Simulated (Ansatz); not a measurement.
# Ru(0001) with 2 layers of random Ru-Au, 2x2: scattering by chemical disorder

Wanted: resistance against the alloy's length, first Ru(0001) with 2 layers of random Ru-Au, 2x2.

Calculated with Ansatz 0.2.0; Ansatz plane-wave DFT, PBE, PAW files; ballistic transport by layer matching (Landauer), zero bias; PAW set soft_1.

This is a report of a sequence of runs, with most program output left out.

## Step 1: The structure

The cell holds 48 atoms: 42 Ru and 6 Au. Its edges and angles: a = 5.412 Å, b = 5.412 Å, c = 25.691 Å, α = 90.0°, β = 90.0°, γ = 120.0°. It derives from Ru. Regions: lead, 40 atoms (40 Ru); scattering region, 8 atoms (6 Au and 2 Ru). The structure is stacked along c, and the current runs across the ab planes.

## Step 2: With 2 alloy layers

In 2 layers a share of 0.75 of the sites is given to Au at random. The layers about the cell's end stay perfect and serve as the lead. Energies from -0.05 to 0.05 eV in steps of 0.05 eV are too few for the program's thermal sum, so it prints no conductance; for a metal the transmission near the Fermi level serves, at a fraction of the cost.

File input.yaml:

```yaml
crystal:
  lattice:
    - [5.4116, 0.0, 0.0]
    - [-2.7058, 4.6865830751, 0.0]
    - [0.0, 0.0, 25.6914]
  atoms:
    - { symbol: Ru, position: [0.1666666667, 0.3333333333, 0.0416666667] }
    - { symbol: Ru, position: [0.1666666667, 0.8333333333, 0.0416666667] }
    - { symbol: Ru, position: [0.6666666667, 0.3333333333, 0.0416666667] }
    - { symbol: Ru, position: [0.6666666667, 0.8333333333, 0.0416666667] }
    - { symbol: Ru, position: [0.3333333333, 0.1666666667, 0.125] }
    - { symbol: Ru, position: [0.3333333333, 0.6666666667, 0.125] }
    - { symbol: Ru, position: [0.8333333333, 0.1666666667, 0.125] }
    - { symbol: Ru, position: [0.8333333333, 0.6666666667, 0.125] }
[... 36 atom lines left out ...]
    - { symbol: Ru, position: [0.3333333333, 0.1666666667, 0.9583333333] }
    - { symbol: Ru, position: [0.3333333333, 0.6666666667, 0.9583333333] }
    - { symbol: Ru, position: [0.8333333333, 0.1666666667, 0.9583333333] }
    - { symbol: Ru, position: [0.8333333333, 0.6666666667, 0.9583333333] }
kpoints:
  mp_grid: { grid: [5, 5, 1] }
hamiltonian:
  xc: pbe
  pseudopotentials: { kind: paw, azcp: { folder: soft_1 } }
scf:
  occupations: { method: fermi_dirac, width: 0.1 }
output:
  transmission:
    leads: [[0, 8]]
    kmesh: [10, 10]
    e_range: [-0.05, 0.05]
    de: 0.05
  write_potential: true
  write_density: true
  volumetric_format: npy
```

Run with:

```console
> ansatz run input.yaml --threads 4 --pin off --max-ram 15360MiB --backend cpu --events-out ev --progress --plain --runs-dir out
```

It took 5 min on 4 threads of Arm Neoverse V1, shared host; peak memory 5.9 GiB.

Numbers from this step:

- free energy: -325806.1003 eV
- energy at zero smearing: -325805.3657 eV
- Fermi energy: 23.90 eV
- cell area: 25.36 Å²
- transmission per spin nearest the Fermi level: 2.144
- open channels per spin nearest the Fermi level: 5.28
- step of the lead's potential: 39.9 meV

Per spin. Transmission, zone mean against energy, zero at the Fermi level:

```
energy (eV)  transmission, zone mean
    -0.0500                     2.13
     0.0000                     2.14
     0.0500                     2.22
```

Per spin. Open channels, zone mean, lead against energy, zero at the Fermi level:

```
energy (eV)  open channels, zone mean, lead
    -0.0500                            5.16
     0.0000                            5.28
     0.0500                            5.94
```

Transmission over k1 and k2. At 0.0000 eV from the Fermi level.

Values, 10 rows by 10 columns:
```
1.81 1.61 1.34 1.61 1.80 1.60 1.68 0.93 0.92 1.44
1.26 1.38 1.89 1.70 2.09 1.99 1.80 1.48 0.92 1.03
1.26 1.42 1.85 2.74 3.83 3.44 2.09 1.61 1.36 1.44
1.81 1.38 1.85 3.79 6.09 6.46 3.83 1.70 1.34 1.76
2.48 1.61 1.89 2.74 6.09 6.78 6.09 2.74 1.89 1.61
1.81 1.76 1.34 1.70 3.83 6.46 6.09 3.79 1.85 1.38
1.26 1.44 1.36 1.61 2.09 3.44 3.83 2.74 1.85 1.42
1.26 1.03 0.92 1.48 1.80 1.99 2.09 1.70 1.89 1.38
1.81 1.44 0.92 0.93 1.68 1.60 1.80 1.61 1.34 1.61
2.48 1.76 1.36 1.48 1.68 2.73 1.68 1.48 1.36 1.76
```
Columns: k1 (b1) from -0.5 to 0.4; rows upwards: k2 (b2) from -0.5 to 0.4.

Open channels over k1 and k2. At 0.0000 eV from the Fermi level.

Ten even steps from '0' (2.0) to '9' (12.0):
```
2433342101
1333333100
1335753311
2337997332
4435999534
2233799733
1113357533
1001333333
2101243334
4211242112
```
Columns: k1 (b1) from -0.5 to 0.4; rows upwards: k2 (b2) from -0.5 to 0.4.

Over the solved energies the transmission per spin lies between 2.13 and 2.22, out of 5.46 channels of the lead on average (up to 5.94). The log calls the step of a lead's potential too much.

## Step 3: With 6 alloy layers

In 6 layers a share of 0.75 of the sites is given to Au at random. A fresh draw is used; the growth of the resistance with length is what counts.

System of this step: Ru(0001) with 6 layers of random Ru-Au, 2x2. The cell holds 64 atoms: 46 Ru and 18 Au. Its edges and angles: a = 5.412 Å, b = 5.412 Å, c = 34.255 Å, α = 90.0°, β = 90.0°, γ = 120.0°. It derives from Ru. Regions: lead, 40 atoms (40 Ru); scattering region, 24 atoms (6 Ru and 18 Au). The structure is stacked along c, and the current runs across the ab planes.

File input.yaml:

```yaml
crystal:
  lattice:
    - [5.4116, 0.0, 0.0]
    - [-2.7058, 4.6865830751, 0.0]
    - [0.0, 0.0, 34.2552]
  atoms:
    - { symbol: Ru, position: [0.1666666667, 0.3333333333, 0.03125] }
    - { symbol: Ru, position: [0.1666666667, 0.8333333333, 0.03125] }
    - { symbol: Ru, position: [0.6666666667, 0.3333333333, 0.03125] }
    - { symbol: Ru, position: [0.6666666667, 0.8333333333, 0.03125] }
    - { symbol: Ru, position: [0.3333333333, 0.1666666667, 0.09375] }
    - { symbol: Ru, position: [0.3333333333, 0.6666666667, 0.09375] }
    - { symbol: Ru, position: [0.8333333333, 0.1666666667, 0.09375] }
    - { symbol: Ru, position: [0.8333333333, 0.6666666667, 0.09375] }
[... 52 atom lines left out ...]
    - { symbol: Ru, position: [0.3333333333, 0.1666666667, 0.96875] }
    - { symbol: Ru, position: [0.3333333333, 0.6666666667, 0.96875] }
    - { symbol: Ru, position: [0.8333333333, 0.1666666667, 0.96875] }
    - { symbol: Ru, position: [0.8333333333, 0.6666666667, 0.96875] }
kpoints:
  mp_grid: { grid: [5, 5, 1] }
hamiltonian:
  xc: pbe
  pseudopotentials: { kind: paw, azcp: { folder: soft_1 } }
scf:
  occupations: { method: fermi_dirac, width: 0.1 }
output:
  transmission:
    leads: [[0, 8]]
    kmesh: [10, 10]
    e_range: [-0.05, 0.05]
    de: 0.05
  write_potential: true
  write_density: true
  volumetric_format: npy
```

It took 21 min on 4 threads; peak memory 7.8 GiB.

This step gave:

| Property | Result |
| --- | --- |
| free energy | -507120.7505 eV |
| energy at zero smearing | -507119.7760 eV |
| Fermi energy | 24.54 eV |
| transmission per spin nearest the Fermi level | 1.209 |
| step of the lead's potential | 38.5 meV |

Per spin. Transmission, zone mean against energy, zero at the Fermi level:

```
energy (eV)  transmission, zone mean
    -0.0500                     1.20
     0.0000                     1.21
     0.0500                     1.30
```

Over the solved energies the transmission per spin lies between 1.20 and 1.30, out of 5.46 channels of the lead on average (up to 5.94). The log calls the step of a lead's potential too much.

## Step 4: With 10 alloy layers

In 10 layers a share of 0.75 of the sites is given to Au at random. A fresh draw is used; the growth of the resistance with length is what counts.

System of this step: Ru(0001) with 10 layers of random Ru-Au, 2x2. The cell holds 80 atoms: 50 Ru and 30 Au. Cell: a = 5.412 Å, b = 5.412 Å, c = 42.819 Å, α = 90.0°, β = 90.0°, γ = 120.0°. It derives from Ru. Regions: lead, 40 atoms (40 Ru); scattering region, 40 atoms (30 Au and 10 Ru). The structure is stacked along c, and the current runs across the ab planes.

File input.yaml:

```yaml
crystal:
  lattice:
    - [5.4116, 0.0, 0.0]
    - [-2.7058, 4.6865830751, 0.0]
    - [0.0, 0.0, 42.819]
  atoms:
    - { symbol: Ru, position: [0.1666666667, 0.3333333333, 0.025] }
    - { symbol: Ru, position: [0.1666666667, 0.8333333333, 0.025] }
    - { symbol: Ru, position: [0.6666666667, 0.3333333333, 0.025] }
    - { symbol: Ru, position: [0.6666666667, 0.8333333333, 0.025] }
    - { symbol: Ru, position: [0.3333333333, 0.1666666667, 0.075] }
    - { symbol: Ru, position: [0.3333333333, 0.6666666667, 0.075] }
    - { symbol: Ru, position: [0.8333333333, 0.1666666667, 0.075] }
    - { symbol: Ru, position: [0.8333333333, 0.6666666667, 0.075] }
[... 68 atom lines left out ...]
    - { symbol: Ru, position: [0.3333333333, 0.1666666667, 0.975] }
    - { symbol: Ru, position: [0.3333333333, 0.6666666667, 0.975] }
    - { symbol: Ru, position: [0.8333333333, 0.1666666667, 0.975] }
    - { symbol: Ru, position: [0.8333333333, 0.6666666667, 0.975] }
kpoints:
  mp_grid: { grid: [5, 5, 1] }
hamiltonian:
  xc: pbe
  pseudopotentials: { kind: paw, azcp: { folder: soft_1 } }
scf:
  occupations: { method: fermi_dirac, width: 0.1 }
output:
  transmission:
    leads: [[0, 8]]
    kmesh: [10, 10]
    e_range: [-0.05, 0.05]
    de: 0.05
  write_potential: true
  write_density: true
  volumetric_format: npy
```

It took 36 min on 4 threads; peak memory 9 GiB; 2.3 h of CPU time.

This step gave:

* free energy: -688436.8100 eV
* energy at zero smearing: -688435.6594 eV
* Fermi energy: 24.93 eV
* transmission per spin nearest the Fermi level: 0.8780
* step of the lead's potential: 18.4 meV

Per spin. Transmission, zone mean against energy, zero at the Fermi level:

```
energy (eV)  transmission, zone mean
    -0.0500                    0.867
     0.0000                    0.878
     0.0500                    0.845
```

Over the solved energies the transmission per spin lies between 0.845 and 0.878, out of 5.46 channels of the lead on average (up to 5.94).

## Step 5: Resistance against length

This step: Ansatz plane-wave DFT, PBE, PAW files; ballistic transport by layer matching (Landauer), zero bias; residual resistivity from the slope of the area resistance, atoms on the host's lattice; PAW set soft_1 (Ansatz 0.2.0).

This step gave:

```
resistivity           : 133.0 µΩ cm
intercept             : 0.3428 fΩ m²
scatter about the fit : 0.003336 fΩ m²
```

Resistance, by row:

```
run  length (Å)       T  channels N  RA (fΩ m²)
 n2       4.282   2.162        5.46      0.9147
 n6       12.85   1.237        5.46       2.047
n10       21.41  0.8632        5.46       3.193
```

Table of area resistance by length of the alloy:

```
length of the alloy (Å)  area resistance (fΩ m²)
                   4.28                    0.915
                  12.85                     2.05
                  21.41                     3.19
```

The area resistance goes from 0.91 to 3.2 fΩ m² between 4.3 and 21.4 Å, a slope of 133 µΩ cm.

By hand from the end points: (3.193 − 0.9147) fΩ m² / (21.41 − 4.28) Å = 133 µΩ cm, since 1 fΩ m² per Å is 1000 µΩ cm.

## Step 6: Outcome

```json
{
 "resistivity from the slope": "133 µΩ cm",
 "area resistance over 4.28 Å": "0.915 fΩ m²",
 "area resistance over 12.8 Å": "2.05 fΩ m²",
 "area resistance over 21.4 Å": "3.19 fΩ m²"
}
```

**Reading.** The slope gives 133 µΩ cm. The points scatter by 0.0033 fΩ m² about the line, with one random draw a length in a 2x2 cell, so the slope is a rough value. Read with a model of isotropic scattering on a spherical Fermi surface and the lead's 1.7×10¹⁵ S/m², this slope means a mean free path near 3.4 Å (a rough figure, since the alloy's own channel count differs); over these lengths the model's slope is within 3 % of its bulk resistivity, though a free path of a few ångströms strains the picture. The atoms sit on the host's lattice, so scattering by size misfit is left out. With 75 % of Au, whose own structure is another, this is a hypothetical phase. Spin-orbit coupling is left out, which matters for Au. A lead's potential steps by up to 40 meV from period to period, which the log calls too much, so longer leads could move the result.

[Logs are printed without paths, hosts, clocks, repeated set-up lines and the standing remarks that a program may print on its own settings, such as how far it seeks lower states.]

[Hosts, paths, dates, database ids (printed as entryN), source tags and the programs' standing remarks are cut or masked in the printed files.]
